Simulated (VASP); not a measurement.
Here is a VASP 6.6.1 calculation.

INCAR

```
  PREC = Accurate
  ENCUT = 520
  EDIFF = 1E-6
  ISMEAR = 0
  SIGMA = 0.15
  LREAL = F
  LASPH = T
  NELM = 100
  ALGO = Fast
  ISIF = 2
  LWAVE = F
  LCHARG = F
  GGA = PE
  IVDW = 12
  NBANDS = 17
```

Contents of KPOINTS:

```
regular mesh
0
Gamma
  12 12 12
```

POSCAR

```
SnTe
1.0
    3.5923240000      0.0000000000      0.0000000000
    0.0000000000      3.5923240000      0.0000000000
    0.0000000000      0.0000000000      4.2170760000
Sn Te
1 1
Direct
    0.0000000000      0.0000000000      0.0000000000
    0.5000000000      0.5000000000      0.5000000000
```

Potentials or basis: VASP PAW PBE potentials, release 64 (Sn_d, Te).

Run with:

```sh
$ cat potpaw_PBE.64/Sn_d/POTCAR potpaw_PBE.64/Te/POTCAR > POTCAR
$ mpirun -np 1 vasp_std > vasp.out
```

Question: Predict the pressure.

Answer: 1.5 GPa.

Question: What does it give for the band gap on the k mesh?

Answer: None (metal or under the smearing width).

Question: What does it give for the dispersion energy per atom?

Answer: -0.457 eV.

Stress tensor (GPa, compression positive):
```
 3.33  0.00  0.00
 0.00  3.33  0.00
 0.00  0.00 -2.30
```

Caveat: pairwise dispersion overbinds metals, which lowers pressure and volume. Spin-orbit coupling is left out, which matters for the levels of Te.
